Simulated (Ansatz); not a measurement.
The system is Sn.

```xyz
2
Lattice="0.0000 3.2333 3.2333 3.2333 0.0000 3.2333 3.2333 3.2333 0.0000" Properties=species:S:1:pos:R:3 pbc="T T T"
Sn    4.8500    4.8500    4.8500
Sn    3.2333    3.2333    3.2333
```

This isn't the form of Sn at room conditions, which is tetragonal (white tin).

| Item | Value |
| --- | --- |
| Program | Ansatz 0.2.0 |
| Task | relaxation of cell and atoms |
| Functional | PBE |
| Dispersion | D4 |
| Potentials or basis | all-electron LAPW, scalar-relativistic |
| Basis error allowed | 0.001 eV/atom |
| k mesh | 7 × 7 × 7 |
| Occupations | fermi-dirac, width 0.05 eV |
| Spin | no spin polarisation |

At the start: volume 33.80 Å³/atom.

Problem. Where does the relaxation end?

Solution. Over 5 steps the energy falls by 9.7 meV/atom and the volume is 35.38 Å³/atom (+4.7 %); space group Fd-3m (No. 227, to 0.05 Å).

Step by step:
| step | energy change (eV) | largest force (eV/Å) | volume (Å³) |
| --- | --- | --- | --- |
| 1 | 0.0000 | 0.0000 | 67.61 |
| 2 | -0.0134 | 0.0000 | 72.66 |
| 3 | -0.0193 | 0.0000 | 70.94 |
| 4 | -0.0193 | 0.0000 | 70.75 |
| 5 | -0.0193 | 0.0000 | 70.75 |

Final structure:
```
CELL_PARAMETERS angstrom
0.00000 3.28274 3.28274
3.28274 0.00000 3.28274
3.28274 3.28274 0.00000
ATOMIC_POSITIONS crystal
Sn 0.75000 0.75000 0.75000
Sn 0.50000 0.50000 0.50000
```
